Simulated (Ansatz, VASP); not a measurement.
## One calculation of CoO, two programs

INCAR

```
PREC = Accurate ; ENCUT = 600
EDIFF = 1E-7 ; ISMEAR = -1
SIGMA = 0.05 ; LREAL = F
LASPH = T ; NELM = 150
ALGO = Normal ; ISIF = 3
LWAVE = F ; LCHARG = F
ISPIN = 2 ; MAGMOM = 2 0
LORBIT = 11 ; LMAXMIX = 4
GGA = RP ; IBRION = 2
NSW = 80 ; EDIFFG = -0.02
```

Contents of KPOINTS:

```
regular mesh
0
Gamma
  11 11 11
```

File POSCAR:

```
CoO
1.0
    0.0000000000      2.1315000000      2.1315000000
    2.1315000000      0.0000000000      2.1315000000
    2.1315000000      2.1315000000      0.0000000000
Co O
1 1
Direct
    0.0000000000      0.0000000000      0.0000000000
    0.5000000000      0.5000000000      0.5000000000
```

The input input.yaml:

```yaml
crystal:
  lattice:
    - [0.0, 2.1315, 2.1315]
    - [2.1315, 0.0, 2.1315]
    - [2.1315, 2.1315, 0.0]
  atoms:
    - { symbol: Co, position: [0.0, 0.0, 0.0], spin: 2.0 }
    - { symbol: O, position: [0.5, 0.5, 0.5] }
kpoints:
  mp_grid: { grid: [11, 11, 11] }
scf:
  occupations: { method: fermi_dirac, width: 0.05 }
hamiltonian:
  xc: rpbe
  pseudopotentials: { kind: all_electron, lapw: { basis_error: 0.001 } }
magnetization:
  spin_polarized: true
output:
  forces: true
  stress: true
relax:
  f_tol: 0.02
  max_steps: 60
  cell: {}
```

Alike in both runs: task relaxation of cell and atoms; functional RPBE; k mesh 11 × 11 × 11; occupations fermi-dirac, width 0.05 eV; collinear spin.

|  | VASP | Ansatz |
| --- | --- | --- |
| version | VASP 6.6.1 | Ansatz 0.2.0 |
| potentials or method | VASP PAW PBE potentials, release 64 (Co, O) | all-electron LAPW, scalar-relativistic |
| plane-wave cutoff (eV) | 600 | see its input |

|  | VASP | Ansatz | Ansatz less VASP |
| --- | --- | --- | --- |
| net moment per atom (μB) | 1.48 | 1.49 | +0.008 |
| size of the moment on the site where the two differ most (μB) | 2.61 | 2.63 | +0.024 |
| relaxed volume (Å³/atom) | 9.89 | 9.92 | +0.029 |
| relaxed cell length with the largest relative difference (Å) | 3.036 | 3.039 | +0.0029 |
| energy change over the relaxation (meV/atom) | -2 | -3 | -0.8 |

Site moments also hang on the region over which each program counts them. Ansatz ran all-electron here, so the differences hold the error of VASP's frozen core and of both bases.

Caveats: a cell with one magnetic atom can't hold antiferromagnetic order, which such compounds often take; the PAW data sets were made with another functional, which shifts forces and pressure a little (VASP). RPBE and its kin give volumes clearly too large for solids. Zero-point motion and thermal expansion aren't in these numbers.
